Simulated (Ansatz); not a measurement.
**Na₂S: the gap against volume**

Na₂S, Fm-3m, a = 6.568 Å. Ansatz: PBE, PAW, 420 eV, Γ-centred 8×8×8 mesh on 3 atoms, Gaussian smearing 0.02 eV; no spin polarisation. Symmetry fixes shape and atoms, so the cell is only scaled; x = ln(V/V0) with V0 = 23.611 Å³/atom. The gap is read at the mesh points alone.

```tsv
x	gap y (eV)
-0.1278	2.892
-0.0943	2.769
-0.0619	2.655
-0.0305	2.548
0.0000	2.447
0.0296	2.353
0.0583	2.263
0.0953	?
```

**Question.** Fit a straight line to the other rows, give the volume deformation potential of the gap and its pressure coefficient, and predict the missing gap. B0 = 28.1 GPa.

**Answer.** Means x = -0.03237, y = 2.5610; Σ(Δx)² = 0.02693, ΣΔxΔy = -0.09087; the slope is their ratio. y = 2.4518 − 3.3746 x. The slope is the deformation potential a = dE_g/d ln V = -3.37 eV, and dE_g/dP = −a/B0 = 120 meV/GPa. At x = 0.0953 the fit asked for gives 2.130 eV. The run gave 2.153 eV, so the fit is 0.023 eV too low, 3.1 % of the span of the series, against an rms of 0.006 eV on the fitted rows. The row lies outside the fitted range. With a term in x² added, a fit to the same known rows predicts 2.153 eV, so most of the miss is curvature that the known rows already hold.

Semilocal functionals give gaps under the measured ones; changes of the gap mostly carry over better.

Cost: 8 runs of about 0.43 core-minutes in all, on Arm Neoverse V1 (shared hosts).